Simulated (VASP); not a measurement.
# Be (Fm-3m) in VASP: further runs, part 2 of 2

VASP 6.6.1. Earlier steps stand in the parts before.

## (3) Relaxation of cell and atoms, PBEsol

Input file INCAR:

```
ALGO = Normal ; EDIFF = 1E-6
EDIFFG = -0.01 ; ENCUT = 600
GGA = PS ; IBRION = 2
ISIF = 8 ; ISMEAR = -1
LASPH = True ; LCHARG = False
LREAL = False ; LWAVE = False
NELECT = 1.9 ; NELM = 60
NSW = 60 ; PREC = Accurate
PSTRESS = 0 ; SIGMA = 0.05
```

Input file KPOINTS:

```
k-points
0
Gamma
  14 14 14
```

Input file POSCAR:

```
Be
1.0
    0.0000000000      1.5790500000      1.5790500000
    1.5790500000      0.0000000000      1.5790500000
    1.5790500000      1.5790500000      0.0000000000
Be
1
Direct
    0.0000000000      0.0000000000      0.0000000000
```

Potentials or basis: VASP PAW PBE potentials, release 64 (Be).

The run is started by

```
cat potpaw_PBE.64/Be/POTCAR > POTCAR
mpirun -np 1 vasp_std > vasp.out
```

OUTCAR:

```text
EDIFF = 1E-6
   EDIFFG = -0.01
   ENCUT = 600
   GGA = PS
   IBRION = 2
   ISIF = 8
   ISMEAR = -1
   LASPH = True
   LREAL = False
   NELECT = 1.9
   NELM = 60
   NSW = 60
   PREC = Accurate
   PSTRESS = 0

 ion  position               nearest neighbor table
   1  0.000  0.000  0.000-

  LATTYP: Found a face centered cubic cell.
 ALAT       =     3.1581000000

  Lattice vectors:

 A1 = (   0.0000000000,   1.5790500000,   1.5790500000)
 A2 = (   1.5790500000,   0.0000000000,   1.5790500000)
 A3 = (   1.5790500000,   1.5790500000,   0.0000000000)

Analysis of symmetry for initial positions (statically):
=====================================================================
 Subroutine PRICEL returns:
 Original cell was already a primitive cell.

 Routine SETGRP: Setting up the symmetry group for a
 face centered cubic supercell.

 Subroutine GETGRP returns: Found 48 space group operations
 (whereof 48 operations were pure point group operations)
 out of a pool of 48 trial point group operations.

[... 169 lines left out ...]
  -------------------------------------------------------------------------------------
  Total       -0.8167548     -0.8167548     -0.8167548     -0.0000000     -0.0000000      0.0000000
  in kB     -166.1822481   -166.1822481   -166.1822481     -0.0000000     -0.0000000      0.0000000
  external PRESSURE =    -166.1822481 kB  Pullay stress =       0.0000000 kB
[... 57 lines left out ...]
--------------------------------------- Ionic step        3  -------------------------------------------

 number of electron       1.9000000 magnetization

 Free energy of the ion-electron system (eV)
  ---------------------------------------------------
  ext. energy  EPLUGINS =         0.00000000
  ---------------------------------------------------
  free energy    TOTEN  =        -4.66248786 eV

  energy without entropy =       -4.65974138  energy(sigma->0) =       -4.66111462

 E-fermi :   7.4528     XC(G=0): -10.9160

 val. band max:        7.4444187288   @ k =  -0.3571   0.4286   0.1429
 cond. band min:       7.5560204204   @ k =  -0.3571   0.4286   0.0714
 fundamental gap:      0.1116016916
 Fermi energy:         7.4527535500

 k-point     1 :       0.0000    0.0000    0.0000
  band No.  band energies     occupation
      1      -3.7471      2.00000
      2      30.5420      0.00000
      3      30.5420      0.00000
      4      30.5420      0.00000
      5      40.6367      0.00000
[... 177 lines left out ...]
 k-point    24 :       0.2857    0.1429    0.0000
  band No.  band energies     occupation
      1      -1.1424      2.00000
      2      20.0751      0.00000
      3      24.7311      0.00000
      4      28.9603      0.00000
      5      33.4986      0.00000

 [... further k-points ...]

------------------------ aborting loop because EDIFF is reached ----------------------------------------

  FORCE on cell =-STRESS in cart. coord.  units (eV):
  Direction    XX          YY          ZZ          XY          YZ          ZX
  --------------------------------------------------------------------------------------
  -------------------------------------------------------------------------------------
  Total       -0.0055460     -0.0055460     -0.0055460      0.0000000      0.0000000      0.0000000
  in kB       -1.2918310     -1.2918310     -1.2918310      0.0000000      0.0000000      0.0000000
  external PRESSURE =      -1.2918310 kB  Pullay stress =       0.0000000 kB
[... 16 lines left out ...]
  FREE ENERGIE OF THE ION-ELECTRON SYSTEM (eV)
  ---------------------------------------------------
  free  energy   TOTEN  =        -4.6624878636 eV

  energy  without entropy=       -4.6597413755  energy(sigma->0) =       -4.66111462

 reached required accuracy - stopping structural energy minimisation
```

Run time: 3.5 s. Hardware: 1 thread of Intel Xeon 6975P-C (Granite Rapids), shared host; peak memory 0.11 GiB.

These settings aren't checked as converged (typed here: ISIF = 8; NELECT = 1.9): the numbers below hold their error.

Results:

```yaml
Free_energy: -4.6625 eV
Relaxed_volume: 6.88 Å³/atom
Relaxed_cell: a = 2.135 Å, b = 2.135 Å, c = 2.135 Å, α = 60.00°, β = 60.00°, γ = 60.00°
Space_group_after_relaxing_to_0.05_Å: Fm-3m (No. 225)
Energy_gained_by_relaxing: 57.3 meV/atom
Ionic_steps: 3
Band_gap_on_the_k_mesh: none (metal or under the smearing width)
```

Caveat: the cell is charged against a uniform background, so pressure and absolute levels hang on convention; the PAW data sets were made with another functional, which shifts forces and pressure a little.

## (4) Relaxation of cell and atoms, PBEsol, target pressure 2 GPa, at which the enthalpy is minimised

Input file INCAR:

```
SYSTEM = Be
PREC     = Accurate       ! precision mode
ENCUT    = 600            ! plane-wave cutoff, eV
EDIFF    = 1E-6           ! SCF threshold, eV
ISMEAR   = -1             ! smearing method
SIGMA    = 0.05           ! smearing width, eV
LREAL    = .FALSE.        ! projectors in reciprocal space
LASPH    = .TRUE.         ! aspherical terms in the spheres
NELM     = 60             ! most SCF steps
ALGO     = Normal         ! electronic algorithm
ISIF     = 3              ! what is computed and relaxed
LWAVE    = .FALSE.        ! write WAVECAR
LCHARG   = .FALSE.        ! write CHGCAR
GGA      = PS             ! functional
IBRION   = 2              ! ionic algorithm
NSW      = 60             ! ionic steps
EDIFFG   = -0.01          ! ionic threshold
PSTRESS  = 20
```

Input file KPOINTS:

```
Automatic mesh
0
G
  14 14 14
  0 0 0
```

POSCAR is that of step 3.

The run is started by

```
cat potpaw_PBE.64/Be/POTCAR > POTCAR
mpirun -np 1 vasp_std > vasp.out
```

It took 3 s on 1 thread of Intel Xeon 6975P-C (Granite Rapids), shared host; peak memory 0.12 GiB.

Results (log left out):

- Free energy: -3.9144 eV
- Relaxed volume: 7.69 Å³/atom
- Relaxed cell: a = 2.215 Å, b = 2.215 Å, c = 2.215 Å, α = 60.00°, β = 60.00°, γ = 60.00°
- Space group after relaxing (to 0.05 Å): Fm-3m (No. 225)
- Energy change on relaxing (the enthalpy is what falls): +0.6 meV/atom
- Ionic steps: 3
- Pressure after relaxing: 2.0 GPa
- Band gap on the k mesh: none (metal or under the smearing width)

Step by step:
```tsv
step	energy change (eV)	largest force (eV/Å)	pressure (GPa)	volume (Å³)
1	0.0000	0.0000	-0.97	7.87
2	0.0003	0.0000	1.66	7.71
3	0.0006	0.0000	1.99	7.69
```

Final structure:
```yaml
crystal:
  lattice:
    - [0.00000, 1.56658, 1.56658]
    - [1.56658, 0.00000, 1.56658]
    - [1.56658, 1.56658, 0.00000]
  atoms:
    - { symbol: Be, position: [0.00000, 0.00000, 0.00000] }
```

Levels at points of the mesh, in eV from the Fermi level:
| k point | band 1 | band 2 | band 3 | band 4 | band 5 |
| --- | --- | --- | --- | --- | --- |
| (0.00, 0.00, 0.00) | -11.94 | 19.88 | 19.88 | 19.88 | 29.62 |
| (0.50, 0.00, 0.00) | -5.35 | 0.16 | 16.87 | 16.87 | 26.70 |
| (0.50, 0.50, 0.00) | -2.68 | 4.00 | 9.75 | 9.75 | 15.45 |

Caveat: the cell is relaxed towards a set pressure, so the enthalpy falls and the energy may rise; the PAW data sets were made with another functional, which shifts forces and pressure a little.

## (5) Relaxation of cell and atoms, PBEsol, target pressure 5 GPa, at which the enthalpy is minimised

Edit INCAR of step 4 so:

```diff
@@ -17,2 +17,2 @@
 EDIFFG   = -0.01          ! ionic threshold
-PSTRESS  = 20
+PSTRESS  = 50
```

KPOINTS is that of step 4.

POSCAR is that of step 4.

The run is started by

```
cat potpaw_PBE.64/Be/POTCAR > POTCAR
mpirun -np 1 vasp_std > vasp.out
```

Wall time 3 s (1 thread of Intel Xeon 6975P-C (Granite Rapids), shared host); peak memory 0.12 GiB.

The run converged. Its results:

| Property | Result |
| --- | --- |
| Free energy | -3.9108 eV |
| Relaxed volume | 7.52 Å³/atom |
| Relaxed cell | a = 2.199 Å, b = 2.199 Å, c = 2.199 Å, α = 60.00°, β = 60.00°, γ = 60.00° |
| Space group after relaxing (to 0.05 Å) | Fm-3m (No. 225) |
| Energy change on relaxing (the enthalpy is what falls) | +4.2 meV/atom |
| Ionic steps | 3 |
| Pressure after relaxing | 5.0 GPa |
| Band gap on the k mesh | none (metal or under the smearing width) |

Step by step:
```csv
step,energy change (eV),largest force (eV/Å),pressure (GPa),volume (Å³)
1,0.0000,0.0000,-0.97,7.87
2,0.0035,0.0000,4.54,7.54
3,0.0042,0.0000,4.99,7.52
```

Final structure:
```
Be
1.0
     0.00000    1.55505    1.55505
     1.55505    0.00000    1.55505
     1.55505    1.55505    0.00000
Be
1
Direct
  0.00000 0.00000 0.00000
```

Levels at points of the mesh, in eV from the Fermi level:
| k point | band 1 | band 2 | band 3 | band 4 |
| --- | --- | --- | --- | --- |
| (0.00, 0.00, 0.00) | -12.07 | 20.24 | 20.24 | 20.24 |
| (0.50, 0.00, 0.00) | -5.44 | 0.23 | 17.18 | 17.18 |
| (0.50, 0.50, 0.00) | -2.72 | 4.10 | 9.92 | 9.92 |

Caveat: the cell is relaxed towards a set pressure, so the enthalpy falls and the energy may rise; the PAW data sets were made with another functional, which shifts forces and pressure a little.

## (6) The reference run

An earlier run on the cell as given: functional PBE; potentials or basis VASP PAW PBE potentials, release 64 (Be); cutoff 520 eV; k mesh 14 × 14 × 14; occupations fermi-dirac, width 0.05 eV; no spin polarisation.

- Pressure: 0.0 GPa
- Band gap on the k mesh: none (metal or under the smearing width)

## (7) Summary

```csv
task,level,cell,cutoff (eV),target pressure,gap on the mesh (eV),pressure (GPa)
relaxation of cell and atoms,PBEsol,relaxed,600,-,none,-0.1
relaxation of cell and atoms,PBEsol,relaxed to 2 GPa,600,2 GPa,none,2.0
relaxation of cell and atoms,PBEsol,relaxed to 5 GPa,600,5 GPa,none,5.0
single point,PBE,as given,520,-,none,0.0
```

Alike in all rows: potentials or basis VASP PAW PBE potentials, release 64 (Be); no spin polarisation; k mesh 14 × 14 × 14; smearing fermi-dirac 0.05 eV.

Caveats: the PAW data sets were made with another functional, which shifts forces and pressure a little (some runs); the cell is relaxed towards a set pressure, so the enthalpy falls and the energy may rise (some runs).

Total energies depend on the potentials used, so only differences within one code and one set of settings carry meaning.
